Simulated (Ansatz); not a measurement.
Relaxing Ag

Level of theory: DFT PBE, scalar-relativistic, plane waves, PAW (Ansatz 0.2.0). (420 eV cutoff, 24×24×12 k-mesh, Gaussian smearing of 0.10 eV, no spin polarisation)

What was changed: biaxial strain in the a-b plane, c and atoms relaxed: +3.0 %.

Command:

```bash
ansatz run input.yaml --threads 1 --pin off --max-ram 2560MiB --backend cpu --events-out ev --progress --plain --runs-dir out
```

Input:

```yaml
crystal:
  lattice:
    - [3.0226311347, 0.0, 0.0]
    - [-1.5113155674, 2.6176753489, 0.0]
    - [0.0, 0.0, 4.7115456899]
  atoms:
    - { symbol: Ag, position: [0.3333333333, 0.6666666667, 0.25] }
    - { symbol: Ag, position: [0.6666666667, 0.3333333333, 0.75] }
basis:
  ecutwfc: 420
kpoints:
  mp_grid: { grid: [24, 24, 12] }
hamiltonian:
  xc: pbe
scf:
  occupations: { method: gaussian, width: 0.1 }
output:
  forces: true
  stress: true
  eigenvalues: true
relax:
  adjacent_minimum: "off"
  f_tol: 0.008
  max_steps: 40
  cell: { stress_tol: 0.015, fix: [a, b, gamma] }
```

F is the free energy. Steps run on the plane waves of an earlier cell, but the last one, and at times one on the way, on a freshly chosen basis, so a repeated geometry can differ a little in energy. The held parts of the cell keep their stress, so P needn't end at zero.

Steps:

```tsv
step	F − F(1) (eV)	largest force component (eV/Å)	V (Å³/atom)	P (GPa)
1	0.0000	0.000	18.640	-3.10
2	-0.0005	0.000	18.534	-2.63
3	-0.0005	0.000	18.543	-2.67
4	-0.0004	0.000	18.543	-2.67
```

Relaxed structure:

```cif
data_structure
_symmetry_space_group_name_H-M 'P 1'
_symmetry_Int_Tables_number 1
_cell_length_a 3.0226
_cell_length_b 3.0226
_cell_length_c 4.6871
_cell_angle_alpha 90.000
_cell_angle_beta 90.000
_cell_angle_gamma 120.000
_cell_volume 37.09
loop_
_atom_site_label
_atom_site_type_symbol
_atom_site_fract_x
_atom_site_fract_y
_atom_site_fract_z
_atom_site_occupancy
Ag1 Ag 0.33333 0.66667 0.25000 1
Ag2 Ag 0.66667 0.33333 0.75000 1
```

The structure is hexagonal, space group P6_3/mmc (No. 194). Conventional cell: a = 3.023 Å, b = 3.023 Å, c = 4.687 Å, α = 90.00°, β = 90.00°, γ = 120.00°. Around Ag (site symmetry -6m2) lie 12 Ag at 2.92 to 3.02 Å.

The run converged. It took 33 s on 1 thread of Intel(R) Xeon(R) 6975P-C (Granite Rapids), on a shared host, peak memory 0.59 GiB.